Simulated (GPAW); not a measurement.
# TePb (Fm-3m) in GPAW: notebook

One crystal, TePb, is run at these levels: PBE, RPBE, RPBE+D3(BJ), RPBE+D4; tasks: electron localisation function, relaxation of cell and atoms.

Program: GPAW 26.7.0. These are calculated values, not measurements. Logs are shortened: lines on timing, memory, paths and dates and some standing lists are left out, and cuts for length are marked. The log counts tension as positive stress, the text compression.

## (1) The structure

The structure is cubic, space group Fm-3m (No. 225). The conventional cell has a = 6.462 Å, b = 6.462 Å, c = 6.462 Å, α = 90.00°, β = 90.00°, γ = 90.00°. Pb (site symmetry m-3m) has 6 Te at 3.23 Å as nearest neighbours. Around Te (site symmetry m-3m) lie 6 Pb at 3.23 Å.

## (2) Electron localisation function, PBE

run.py reads:

```python
from ase.dft.bandgap import bandgap
from ase.io import read, write
from ase.units import Bohr, GPa
from gpaw import GPAW, PW
from gpaw.elf import elf_from_dft_calculation

atoms = read('TePb.xyz')

calc = GPAW(mode=PW(510),
            xc='PBE',
            kpts={'size': (5, 5, 5), 'gamma': True},
            occupations={'name': 'fermi-dirac', 'width': 0.01},
            nbands=19,
            convergence={'density': 1e-05, 'energy': 1e-05},
            maxiter=150,
            txt='gpaw.txt')
atoms.calc = calc
energy = atoms.get_potential_energy()
forces = atoms.get_forces()
stress = atoms.get_stress()
calc.write('gs.gpw')
write('result.traj', atoms)
print(f'Energy: {energy:.6f} eV')
print('Forces (eV/A):')
print(forces.round(4))
print('Stress (GPa):', (stress / GPa).round(3))
print('Fermi level:', round(calc.get_fermi_level(), 4), 'eV')
print(f'Gap: {bandgap(calc)[0]:.4f} eV, direct: {bandgap(calc, direct=True)[0]:.4f} eV')

# fields on the real-space grid
write('density.cube', atoms, data=calc.get_pseudo_density() * Bohr**3)
write('potential.cube', atoms, data=calc.get_electrostatic_potential())
write('elf.cube', atoms, data=elf_from_dft_calculation(calc).data)
```

TePb.xyz reads:

```xyz
2
Lattice="0.0000000000 3.2310000000 3.2310000000 3.2310000000 0.0000000000 3.2310000000 3.2310000000 3.2310000000 0.0000000000" Properties=species:S:1:pos:R:3 pbc="T T T"
Pb     0.0000000000      0.0000000000      0.0000000000
Te     3.2310000000      3.2310000000      3.2310000000
```

Potentials or basis: GPAW PAW data sets (gpaw-data 1.2.1), pw.

Command:

```sh
$ OMP_NUM_THREADS=1 python run.py
```

gpaw.txt:

```text
__  _  _
 | _ |_)|_||  |
 |__||  | ||/\| - 26.7.0

Input parameters:
  mode=PW(ecut=510.0),
  convergence={'density': 1e-05, 'energy': 1e-05},
  kpts=MonkhorstPack(size=(5, 5, 5), gamma=True),
  maxiter=150,
  nbands=19,
  occupations=Occupations(name='fermi-dirac', width=0.01),
  xc=XC(name='PBE')

Diagonalizing LCAO Hamiltonian
Converting LCAO to pw mode

                 Te

       Pb

Atoms  # Å, Bohr magnetons
|   | symbol |        x |        y |        z |    initial magnetic moments |
|---|--------|----------|----------|----------|-----------------------------|
| 0 |     Pb | 0.000000 | 0.000000 | 0.000000 | ( 0.0000,  0.0000,  0.0000) |
| 1 |     Te | 3.231000 | 3.231000 | 3.231000 | ( 0.0000,  0.0000,  0.0000) |

Unit cell  # Å
| periodic |        x |        y |        z |  lengths |    angles |
|----------|----------|----------|----------|----------|-----------|
|      yes | 0.000000 | 3.231000 | 3.231000 | 4.569324 | 60.000000 |
|      yes | 3.231000 | 0.000000 | 3.231000 | 4.569324 | 60.000000 |
|      yes | 3.231000 | 3.231000 | 0.000000 | 4.569324 | 60.000000 |

Number of symmetries: 48
Symmetry operations  # r_c * U_cc + t_c -> r_c
|    | kind |            matrix            |
|----|------|------------------------------|
|  0 |  σ   |  1, 0, 0,  1, 0,-1,  1,-1, 0 |
|  1 |  C2  |  1, 0, 0,  1,-1, 0,  1, 0,-1 |
|  2 |  E   |  1, 0, 0,  0, 1, 0,  0, 0, 1 |
|  3 |  σ   |  1, 0, 0,  0, 0, 1,  0, 1, 0 |
|  4 |  C4  |  1, 0,-1,  1, 0, 0,  1,-1, 0 |
|  5 |  S6  |  1, 0,-1,  1,-1, 0,  1, 0, 0 |
|  6 |  σ   |  1, 0,-1,  0, 1,-1,  0, 0,-1 |
|  7 |  C3  |  1, 0,-1,  0, 0,-1,  0, 1,-1 |
|  8 |  S6  |  1,-1, 0,  1, 0, 0,  1, 0,-1 |
|  9 |  C4  |  1,-1, 0,  1, 0,-1,  1, 0, 0 |
| 10 |  C3  |  1,-1, 0,  0,-1, 1,  0,-1, 0 |
| 11 |  σ   |  1,-1, 0,  0,-1, 0,  0,-1, 1 |
| 12 |  σ   |  0, 1, 0,  1, 0, 0,  0, 0, 1 |
| 13 |  C4  |  0, 1, 0,  0, 1,-1, -1, 1, 0 |
| 14 |  C3  |  0, 1, 0,  0, 0, 1,  1, 0, 0 |
| 15 |  S6  |  0, 1, 0, -1, 1, 0,  0, 1,-1 |
| 16 |  C2  |  0, 1,-1,  1, 0,-1,  0, 0,-1 |
| 17 |  σ   |  0, 1,-1,  0, 1, 0, -1, 1, 0 |
| 18 |  S4  |  0, 1,-1,  0, 0,-1,  1, 0,-1 |
| 19 |  C4  |  0, 1,-1, -1, 1, 0,  0, 1, 0 |
| 20 |  C3  |  0, 0, 1,  1, 0, 0,  0, 1, 0 |
| 21 |  σ   |  0, 0, 1,  0, 1, 0,  1, 0, 0 |
| 22 |  S6  |  0, 0, 1,  0,-1, 1, -1, 0, 1 |
| 23 |  C4  |  0, 0, 1, -1, 0, 1,  0,-1, 1 |
| 24 |  S4  |  0, 0,-1,  1, 0,-1,  0, 1,-1 |
| 25 |  C3  |  0, 0,-1,  0, 1,-1,  1, 0,-1 |
| 26 |  C2  |  0, 0,-1,  0,-1, 0, -1, 0, 0 |
| 27 |  S6  |  0, 0,-1, -1, 0, 0,  0,-1, 0 |
| 28 |  S4  |  0,-1, 1,  1,-1, 0,  0,-1, 0 |
| 29 |  C4  |  0,-1, 1,  0, 0, 1, -1, 0, 1 |
| 30 |  C2  |  0,-1, 1,  0,-1, 0,  1,-1, 0 |
| 31 |  σ   |  0,-1, 1, -1, 0, 1,  0, 0, 1 |
| 32 |  C3  |  0,-1, 0,  1,-1, 0,  0,-1, 1 |
| 33 |  S6  |  0,-1, 0,  0, 0,-1, -1, 0, 0 |
| 34 |  S4  |  0,-1, 0,  0,-1, 1,  1,-1, 0 |
| 35 |  C2  |  0,-1, 0, -1, 0, 0,  0, 0,-1 |
| 36 |  C2  | -1, 1, 0,  0, 1, 0,  0, 1,-1 |
| 37 |  S6  | -1, 1, 0,  0, 1,-1,  0, 1, 0 |
| 38 |  S4  | -1, 1, 0, -1, 0, 1, -1, 0, 0 |
| 39 |  C3  | -1, 1, 0, -1, 0, 0, -1, 0, 1 |
| 40 |  S6  | -1, 0, 1,  0, 0, 1,  0,-1, 1 |
| 41 |  C2  | -1, 0, 1,  0,-1, 1,  0, 0, 1 |
| 42 |  C3  | -1, 0, 1, -1, 1, 0, -1, 0, 0 |
| 43 |  S4  | -1, 0, 1, -1, 0, 0, -1, 1, 0 |
| 44 |  C2  | -1, 0, 0,  0, 0,-1,  0,-1, 0 |
| 45 |  i   | -1, 0, 0,  0,-1, 0,  0, 0,-1 |
| 46 |  σ   | -1, 0, 0, -1, 1, 0, -1, 0, 1 |
| 47 |  C2  | -1, 0, 0, -1, 0, 1, -1, 1, 0 |

BZ-sampling:
  Number of BZ points: 125
  Number of IBZ points: 10

  Monkhorst-Pack size: [5, 5, 5]
  Monkhorst-Pack shift: [0, 0, 0]

K-points  # in reciprocal-cell coordinates
|   |                                coordinates |     weight |
|---|--------------------------------------------|------------|
| 0 | (  0.00000000,   0.00000000,   0.00000000) | 0.00800000 |
| 1 | (  0.20000000,   0.20000000,   0.00000000) | 0.04800000 |
| 2 | (  0.20000000,   0.20000000,   0.20000000) | 0.06400000 |
| 3 | (  0.40000000,   0.20000000,  -0.20000000) | 0.19200000 |
| 4 | (  0.40000000,   0.20000000,   0.20000000) | 0.09600000 |
| 5 | (  0.40000000,   0.40000000,  -0.40000000) | 0.19200000 |
| 6 | (  0.40000000,   0.40000000,  -0.20000000) | 0.09600000 |
| 7 | (  0.40000000,   0.40000000,   0.00000000) | 0.04800000 |
| 8 | (  0.40000000,   0.40000000,   0.20000000) | 0.19200000 |
| 9 | (  0.40000000,   0.40000000,   0.40000000) | 0.06400000 |

Plane wave coefficients: 1807
Cutoff: 510.0 eV

Spin-components: 1 (collinear spins)
Bands:           19
Projectors:      11
Spin-degeneracy: 2
Datatype:        complex128

Parallelization:
  kpt:    1
  domain: 1
  band:   1

Density:
  Valence electrons: 20.0
  Components: 1
  Grid points: [24 24 24]
  Charge: 0.0  # |e|

Potential:
  Grid points: [24 24 24]

species:
  Pb:
    name:    Lead
    Z:       82.0
    valence: 14
    core:    68
    charge:  0.0  # [|e|]
    compensation charges:
      type: gauss
      rc: 0.38  # [Å]
      lmax: 2
    cutoffs:
      filter: 2.36  # [Å]
      core: 2.43  # [Å]
    projectors
    | kind |    occ | energy [eV] | rcut [Å] |
    |------|--------|-------------|----------|
    |   6s |  2.000 |     -11.969 |    1.259 |
    |   6p |  2.000 |      -3.506 |    1.275 |
    |   5d | 10.000 |     -21.211 |    1.217 |
    |    s |        |      15.243 |    1.259 |
    |    p |        |      23.705 |    1.275 |
    |    d |        |       6.001 |    1.217 |

    Using partial waves for Pb as LCAO basis

  Te:
    name:    Tellurium
    Z:       52.0
    valence: 6
    core:    46
    charge:  0.0  # [|e|]
    compensation charges:
      type: gauss
      rc: 0.36  # [Å]
      lmax: 2
    cutoffs:
      filter: 2.09  # [Å]
      core: 3.17  # [Å]
    projectors
    | kind |    occ | energy [eV] | rcut [Å] |
    |------|--------|-------------|----------|
    |   5s |  2.000 |     -15.089 |    1.180 |
    |   5p |  4.000 |      -5.955 |    1.196 |
    |    s |        |      12.123 |    1.180 |
    |    p |        |      21.256 |    1.196 |
    |    d |        |       0.000 |    1.238 |

    Using partial waves for Te as LCAO basis

Reference energy: -752065.146798  # eV

eigensolver:
  PPCG
  Converge bands: occupied
  niter=2

density mixing:
  MSR1-Mixer
  Pratt-step length: 0.05
  Maximum mixing coefficient: 0.75
  Old densities: 10
  SVD Regularization: 0.005
  Good broyden scale: 1.0
  Trust region scale: 1.0
  Backstep threshold: 4.0
  History deletion threshold: 6.0
  Fourier metric: weight=20.0, sigma=0.015

occupation numbers:
  Fermi-Dirac:
    width: 0.0100  # eV

poisson solver:
  ecut: 4080.0  # eV

xc functional:
  name: PBE with 2 nearest neighbor stencil

convergence criteria:
- Maximum integral of absolute [dens]ity change: 1e-05 electrons / valence electron
- Maximum [total energy] change in last 3 cyles: 1e-05 eV / valence electron
- Maximum integral of absolute [eigenst]ate change: 4e-08 eV^2 / valence electron
maximum number of iterations: 150

SCF iterations
|iter     | |      energy | eigst |  dens |
|---------|-|-------------|-------|-------|
|iter:   1| |   -7.903494 | -0.16 |       |
|iter:   2| |   -7.881868 | -2.00 | -1.35 |
|iter:   3| |   -7.795178 | -2.11 | -1.40 |
|iter:   4| |   -7.796931 | -3.83 | -2.00 |
|iter:   5| |   -7.797385 | -4.36 | -2.42 |
|iter:   6| |   -7.797394 | -5.89 | -3.33 |
|iter:   7| |   -7.797395c| -6.82 | -3.90 |
|iter:   8| |   -7.797395c| -7.81c| -4.62 |
|iter:   9| |   -7.797395c| -7.99c| -5.56c|

Converged in 9 steps
Energy contributions relative to reference atoms: (reference = -752065.146798)

Energy contributions:
  Kinetic:          19.926906
  Coulomb:         -20.222615
  Zero:              0.145913
  External:          0.000000
  Xc:               -7.647600
  Entropy:          -0.000000
  Spinorbit:         0.000000
  ----------------------------
  Free energy:      -7.797395
  Extrapolated:     -7.797395

dipole moment: (-27.309909, -27.309909, -27.309909)  # |e|*Ang

Fermi level: 6.279
Eigenvalues  # (at kpt = [0.000, 0.000, 0.000])
| band index |      eig [eV] | occ [0-2] |
|------------|---------------|-----------|
|          0 |       -11.051 |     2.000 |
|        ... |               |           |
|          2 |       -11.038 |     2.000 |
|          3 |       -11.038 |     2.000 |
|          4 |       -11.038 |     2.000 |
|          5 |        -6.329 |     2.000 |
|          6 |         0.140 |     2.000 |
|          7 |         4.302 |     2.000 |
[... 9 lines left out ...]
|         17 |        13.306 |     0.000 |
|         18 |        13.717 |     0.000 |

Gap: 1.185 eV
Transition (v -> c):
  (s=0, k=4, n=9, [0.40, 0.20, 0.20]) -> (s=0, k=9, n=10, [0.40, 0.40, 0.40])
Direct/indirect transitions are different
Direct gap: 1.199 eV
Transition at: (s=0, k=9, n=9, [0.40, 0.40, 0.40])

Forces  # eV/Ang
|       x |        y |        z |
|---------|----------|----------|
| 0.00000 | -0.00000 | -0.00000 |  # Pb   0
| 0.00000 | -0.00000 | -0.00000 |  # Te   1

Stress tensor  # eV/Ang^3
|         x |         y |         z |
|-----------|-----------|-----------|
| -0.010841 | -0.000000 |  0.000000 |
| -0.000000 | -0.010841 |  0.000000 |
|  0.000000 |  0.000000 | -0.010841 |

# Writing to gs.gpw (mode='')
```

stdout:

```text
Energy: -7.797395 eV
Forces (eV/A):
[[ 0. -0. -0.]
 [ 0. -0. -0.]]
Stress (GPa): [-1.737 -1.737 -1.737  0.     0.    -0.   ]
Fermi level: 6.2793 eV
Gap: 1.1850 eV, direct: 1.1987 eV
```

Wall time 7.3 s (1 thread of AMD EPYC 7B13 (Zen 3), shared host); peak memory 0.15 GiB.

Results:

```
Free energy : -7.7974 eV
Pressure    : 1.7 GPa
```

Caveat: the k mesh is coarse; the cutoff is short for stress and forces, so pressures can be off by a GPa or more; this odd mesh misses L, where the gap lies, so gap, dielectric constants and Born charges aren't listed. The run has no spin-orbit coupling, so splittings on Pb, Te are missing.

[end of part 1 of 2]
